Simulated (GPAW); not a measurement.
# Al2O3 (Corundum) (R-3c) in GPAW: single point with PBE

Aim: the single point of Al2O3 (Corundum) with PBE.

Program: GPAW 26.7.0. These are calculated values, not measurements. Logs are shortened: lines on timing, memory, paths and dates and some standing lists are left out, and cuts for length are marked. The log counts tension as positive stress, the text compression.

**The experiment to reproduce.**

“Multi-petahertz electron interference in Cr:Al2O3 solid-state material”, 2018, pmc:5906618 quotes, for a bulk crystal of Al2O3: band gap 8.7 eV (optical).

The results are compared with them further down.

## (1) The structure

The structure is trigonal, space group R-3c (No. 167). The conventional cell has a = 4.760 Å, b = 4.760 Å, c = 12.996 Å, α = 90.00°, β = 90.00°, γ = 120.00°. Al (site symmetry 3) has 6 O at 1.85 to 1.97 Å as nearest neighbours. Around O (site symmetry 2) lie 4 Al at 1.85 to 1.97 Å.

## (2) Single point, PBE

run.py

```python
import spglib
from ase import Atoms
from ase.dft.bandgap import bandgap
from ase.io import read, write
from ase.units import GPa
from gpaw import GPAW, PW

atoms = read('Al2O3.cif')
cell, positions, numbers = spglib.find_primitive(
    (atoms.cell[:], atoms.get_scaled_positions(), atoms.numbers), symprec=1e-4)
atoms = Atoms(numbers, cell=cell, scaled_positions=positions, pbc=True)

calc = GPAW(mode=PW(650),
            xc='PBE',
            kpts={'size': (5, 5, 5), 'gamma': True},
            occupations={'name': 'fermi-dirac', 'width': 0.05},
            nbands=44,
            convergence={'density': 1e-05, 'energy': 1e-05},
            maxiter=80,
            txt='gpaw.txt')
atoms.calc = calc
energy = atoms.get_potential_energy()
forces = atoms.get_forces()
stress = atoms.get_stress()
calc.write('gs.gpw')
write('result.traj', atoms)
print(f'Energy: {energy:.6f} eV')
print('Forces (eV/A):')
print(forces.round(4))
print('Stress (GPa):', (stress / GPa).round(3))
print('Fermi level:', round(calc.get_fermi_level(), 4), 'eV')
print(f'Gap: {bandgap(calc)[0]:.4f} eV, direct: {bandgap(calc, direct=True)[0]:.4f} eV')
```

Al2O3.cif

```cif
data_Al2O3
_cell_length_a 4.76050000
_cell_length_b 4.76050000
_cell_length_c 12.99560000
_cell_angle_alpha 90.00000000
_cell_angle_beta 90.00000000
_cell_angle_gamma 120.00000000
_space_group_name_H-M_alt 'R-3c'
_space_group_name_Hall '-R 3 2"c'
_space_group_IT_number 167
loop_
_space_group_symop_operation_xyz
'x,y,z'
'-x,-y,-z'
'-y,x-y,z'
'y,-x+y,-z'
'-x+y,-x,z'
'x-y,x,-z'
'y,x,-z+1/2'
'-y,-x,z+1/2'
'x-y,-y,-z+1/2'
'-x+y,y,z+1/2'
'-x,-x+y,-z+1/2'
'x,x-y,z+1/2'
'x+2/3,y+1/3,z+1/3'
'-x+2/3,-y+1/3,-z+1/3'
'-y+2/3,x-y+1/3,z+1/3'
'y+2/3,-x+y+1/3,-z+1/3'
'-x+y+2/3,-x+1/3,z+1/3'
'x-y+2/3,x+1/3,-z+1/3'
'y+2/3,x+1/3,-z+5/6'
'-y+2/3,-x+1/3,z+5/6'
'x-y+2/3,-y+1/3,-z+5/6'
'-x+y+2/3,y+1/3,z+5/6'
'-x+2/3,-x+y+1/3,-z+5/6'
'x+2/3,x-y+1/3,z+5/6'
'x+1/3,y+2/3,z+2/3'
'-x+1/3,-y+2/3,-z+2/3'
'-y+1/3,x-y+2/3,z+2/3'
'y+1/3,-x+y+2/3,-z+2/3'
'-x+y+1/3,-x+2/3,z+2/3'
'x-y+1/3,x+2/3,-z+2/3'
'y+1/3,x+2/3,-z+1/6'
'-y+1/3,-x+2/3,z+1/6'
'x-y+1/3,-y+2/3,-z+1/6'
'-x+y+1/3,y+2/3,z+1/6'
'-x+1/3,-x+y+2/3,-z+1/6'
'x+1/3,x-y+2/3,z+1/6'
loop_
_atom_site_label
_atom_site_type_symbol
_atom_site_symmetry_multiplicity
_atom_site_Wyckoff_symbol
_atom_site_fract_x
_atom_site_fract_y
_atom_site_fract_z
_atom_site_occupancy
Al1 Al 12 c 0.6666666667 0.3333333333 0.1854933333 1
O1 O 18 e 0.9733466667 0.6400133333 0.0833333333 1
```

Potentials or basis: GPAW PAW data sets (gpaw-data 1.2.1), pw.

The run is started by

```sh
$ OMP_NUM_THREADS=1 python run.py
```

gpaw.txt:

```text
__  _  _
 | _ |_)|_||  |
 |__||  | ||/\| - 26.7.0

Input parameters:
  mode=PW(ecut=650.0),
  convergence={'density': 1e-05, 'energy': 1e-05},
  kpts=MonkhorstPack(size=(5, 5, 5), gamma=True),
  maxiter=80,
  nbands=44,
  occupations=Occupations(name='fermi-dirac', width=0.05),
  xc=XC(name='PBE')

Diagonalizing LCAO Hamiltonian
Converting LCAO to pw mode

            Al

           OAl
                O
         O     O
        O
            AO

            Al

Atoms  # Å, Bohr magnetons
|   | symbol |         x |         y |         z |    initial magnetic moments |
|---|--------|-----------|-----------|-----------|-----------------------------|
| 0 |     Al |  0.000000 |  0.000000 | 11.074330 | ( 0.0000,  0.0000,  0.0000) |
| 1 |     Al | -0.000000 | -0.000000 |  1.921270 | ( 0.0000,  0.0000,  0.0000) |
| 2 |     Al | -0.000000 | -0.000000 |  8.419070 | ( 0.0000,  0.0000,  0.0000) |
| 3 |     Al | -0.000000 |  0.000000 |  4.576530 | ( 0.0000,  0.0000,  0.0000) |
| 4 |      O | -1.650275 | -0.109884 |  5.414833 | ( 0.0000,  0.0000,  0.0000) |
| 5 |      O |  1.650275 |  0.109884 |  7.580767 | ( 0.0000,  0.0000,  0.0000) |
| 6 |      O |  0.920300 | -1.374238 |  5.414833 | ( 0.0000,  0.0000,  0.0000) |
| 7 |      O | -0.920300 |  1.374238 |  7.580767 | ( 0.0000,  0.0000,  0.0000) |
| 8 |      O |  0.729975 |  1.484122 |  5.414833 | ( 0.0000,  0.0000,  0.0000) |
| 9 |      O | -0.729975 | -1.484122 |  7.580767 | ( 0.0000,  0.0000,  0.0000) |

Unit cell  # Å
| periodic |         x |         y |        z |  lengths |    angles |
|----------|-----------|-----------|----------|----------|-----------|
|      yes |  2.380250 |  1.374238 | 4.331867 | 5.130223 | 55.286671 |
|      yes | -2.380250 |  1.374238 | 4.331867 | 5.130223 | 55.286671 |
|      yes |  0.000000 | -2.748476 | 4.331867 | 5.130223 | 55.286671 |

Number of symmetries: 6
Symmetry operations  # r_c * U_cc + t_c -> r_c
|   | kind |            matrix            |
|---|------|------------------------------|
| 0 |  E   |  1, 0, 0,  0, 1, 0,  0, 0, 1 |
| 1 |  C3  |  0, 1, 0,  0, 0, 1,  1, 0, 0 |
| 2 |  C3  |  0, 0, 1,  1, 0, 0,  0, 1, 0 |
| 3 |  S6  |  0, 0,-1, -1, 0, 0,  0,-1, 0 |
| 4 |  S6  |  0,-1, 0,  0, 0,-1, -1, 0, 0 |
| 5 |  i   | -1, 0, 0,  0,-1, 0,  0, 0,-1 |

BZ-sampling:
  Number of BZ points: 125
  Number of IBZ points: 23

  Monkhorst-Pack size: [5, 5, 5]
  Monkhorst-Pack shift: [0, 0, 0]

K-points  # in reciprocal-cell coordinates
|     |                                coordinates |     weight |
|-----|--------------------------------------------|------------|
|   0 | (  0.00000000,   0.00000000,   0.00000000) | 0.00800000 |
|   1 | (  0.20000000,   0.00000000,  -0.20000000) | 0.04800000 |
|   2 | (  0.20000000,   0.00000000,   0.00000000) | 0.04800000 |
|   3 | (  0.20000000,   0.20000000,  -0.20000000) | 0.04800000 |
|   4 | (  0.20000000,   0.20000000,   0.00000000) | 0.04800000 |
|   5 | (  0.20000000,   0.20000000,   0.20000000) | 0.01600000 |
|   6 | (  0.40000000,  -0.20000000,  -0.40000000) | 0.04800000 |
|   7 | (  0.40000000,  -0.20000000,  -0.20000000) | 0.04800000 |
|   8 | (  0.40000000,  -0.20000000,   0.00000000) | 0.04800000 |
|   9 | (  0.40000000,  -0.20000000,   0.20000000) | 0.04800000 |
| ... |                                            |            |
|  22 | (  0.40000000,   0.40000000,   0.40000000) | 0.01600000 |

Plane wave coefficients: 3235
Cutoff: 650.0 eV

Spin-components: 1 (collinear spins)
Bands:           44
Projectors:      50
Spin-degeneracy: 2
Datatype:        complex128

Density:
  Valence electrons: 48.0
  Components: 1
  Grid points: [32 32 32]
  Charge: 0.0  # |e|

Potential:
  Grid points: [32 32 32]

species:
  Al:
    name:    Aluminium
    Z:       13.0
    valence: 3
    core:    10
    charge:  0.0  # [|e|]
    compensation charges:
      type: gauss
      rc: 0.34  # [Å]
      lmax: 2
    cutoffs:
      filter: 1.91  # [Å]
      core: 2.36  # [Å]
    projectors
    | kind |    occ | energy [eV] | rcut [Å] |
    |------|--------|-------------|----------|
    |   3s |  2.000 |      -7.753 |    1.085 |
    |   3p |  1.000 |      -2.712 |    1.085 |
    |    s |        |      19.459 |    1.085 |
    |    p |        |      24.499 |    1.085 |
    |    d |        |       0.000 |    1.085 |

    Using partial waves for Al as LCAO basis

  O:
    name:    Oxygen
    Z:       8.0
    valence: 6
    core:    2
    charge:  0.0  # [|e|]
    compensation charges:
      type: gauss
      rc: 0.21  # [Å]
      lmax: 2
    cutoffs:
      filter: 1.17  # [Å]
      core: 0.83  # [Å]
    projectors
    | kind |    occ | energy [eV] | rcut [Å] |
    |------|--------|-------------|----------|
    |   2s |  2.000 |     -23.961 |    0.688 |
    |   2p |  4.000 |      -9.029 |    0.598 |
    |    s |        |       3.251 |    0.688 |
    |    p |        |      18.182 |    0.598 |
    |    d |        |       0.000 |    0.619 |

    Using partial waves for O as LCAO basis

Reference energy: -38658.806866  # eV

eigensolver:
  PPCG
  Converge bands: occupied
  niter=2

density mixing:
  MSR1-Mixer
  Pratt-step length: 0.05
  Maximum mixing coefficient: 0.75
  Old densities: 10
  SVD Regularization: 0.005
  Good broyden scale: 1.0
  Trust region scale: 1.0
  Backstep threshold: 4.0
  History deletion threshold: 6.0
  Fourier metric: weight=20.0, sigma=0.015

occupation numbers:
  Fermi-Dirac:
    width: 0.0500  # eV

poisson solver:
  ecut: 5200.0  # eV

xc functional:
  name: PBE with 2 nearest neighbor stencil

convergence criteria:
- Maximum integral of absolute [dens]ity change: 1e-05 electrons / valence electron
- Maximum [total energy] change in last 3 cyles: 1e-05 eV / valence electron
- Maximum integral of absolute [eigenst]ate change: 4e-08 eV^2 / valence electron
maximum number of iterations: 80

SCF iterations
|iter     | |      energy | eigst |  dens |
|---------|-|-------------|-------|-------|
|iter:   1| |  -82.159988 | +0.20 |       |
|iter:   2| |  -80.444591 | -1.97 | -0.72 |
|iter:   3| |  -75.306878 | -1.05 | -0.77 |
|iter:   4| |  -75.400933 | -2.80 | -1.35 |
|iter:   5| |  -75.451144 | -3.49 | -1.65 |
|iter:   6| |  -75.451425 | -5.39 | -2.88 |
|iter:   7| |  -75.451467c| -6.61 | -3.29 |
|iter:   8| |  -75.451468c| -8.28c| -4.42 |
|iter:   9| |  -75.451468c| -8.03c| -4.94 |
|iter:  10| |  -75.451468c| -9.32c| -5.83c|

Converged in 10 steps
Energy contributions relative to reference atoms: (reference = -38658.806866)

Energy contributions:
  Kinetic:          88.361343
  Coulomb:         -77.723490
  Zero:              1.080126
  External:          0.000000
  Xc:              -87.169447
  Entropy:          -0.000000
  Spinorbit:         0.000000
  ----------------------------
  Free energy:     -75.451468
  Extrapolated:    -75.451468

dipole moment: (-0.000000, -0.000000, -0.000004)  # |e|*Ang

Fermi level: 7.640
Eigenvalues  # (at kpt = [0.000, 0.000, 0.000])
| band index |      eig [eV] | occ [0-2] |
|------------|---------------|-----------|
|          0 |       -12.976 |     2.000 |
|        ... |               |           |
|         16 |         4.825 |     2.000 |
|         17 |         4.955 |     2.000 |
|         18 |         4.955 |     2.000 |
|         19 |         5.752 |     2.000 |
|         20 |         5.752 |     2.000 |
|         21 |         6.217 |     2.000 |
[... 8 lines left out ...]
|         30 |        18.638 |     0.000 |
|         31 |        18.638 |     0.000 |
|        ... |               |           |
|         43 |        26.387 |     0.000 |

Gap: 6.229 eV
Transition (v -> c):
  (s=0, k=0, n=23, [0.00, 0.00, 0.00]) -> (s=0, k=0, n=24, [0.00, 0.00, 0.00])
No difference between direct/indirect transitions

Forces  # eV/Ang
|        x |        y |        z |
|----------|----------|----------|
|  0.00000 |  0.00000 | -0.04722 |  # Al   0
|  0.00000 |  0.00000 |  0.04722 |  # Al   1
|  0.00000 |  0.00000 |  0.04723 |  # Al   2
| -0.00000 |  0.00000 | -0.04723 |  # Al   3
| -0.01535 | -0.02660 | -0.00001 |  # O    4
|  0.01535 |  0.02660 |  0.00001 |  # O    5
|  0.03071 |  0.00000 | -0.00001 |  # O    6
| -0.03071 | -0.00000 |  0.00001 |  # O    7
| -0.01536 |  0.02660 | -0.00001 |  # O    8
|  0.01536 | -0.02660 |  0.00001 |  # O    9

Stress tensor  # eV/Ang^3
|         x |         y |         z |
|-----------|-----------|-----------|
| -0.043923 |  0.000000 |  0.000000 |
|  0.000000 | -0.043923 | -0.000000 |
|  0.000000 | -0.000000 | -0.038333 |

# Writing to gs.gpw (mode='')
```

It took 69 s on 1 thread of Arm Neoverse V1, shared host; peak memory 0.26 GiB.

Results:

| Property | Result |
| --- | --- |
| Free energy | -75.4515 eV |
| Pressure | 6.7 GPa |
| Largest force | 0.047 eV/Å |
| Band gap on the k mesh | 6.23 eV, direct |

Forces on the atoms (eV/Å):
```
Al   0.000  0.000 -0.047
Al   0.000  0.000  0.047
Al   0.000  0.000  0.047
Al   0.000  0.000 -0.047
O   -0.015 -0.027  0.000
O    0.015  0.027  0.000
O    0.031  0.000  0.000
O   -0.031  0.000  0.000
O   -0.015  0.027  0.000
O    0.015 -0.027  0.000
```

Stress tensor (GPa, compression positive):
```
7.04 0.00 0.00
0.00 7.04 0.00
0.00 0.00 6.14
```

Caveat: the cutoff is short for stress and forces, so pressures can be off by a GPa or more.

## (3) Comparison with measurements

Step 2. A measured gap of Al2O3 is 8.7 eV (optical; quoted in “Multi-petahertz electron interference in Cr:Al2O3 solid-state material”, 2018, pmc:5906618); the calculated 6.23 eV misses it by -2.47 eV. The value is that of PBE, without temperature or zero-point motion. Semilocal functionals fall short of measured gaps as a rule.
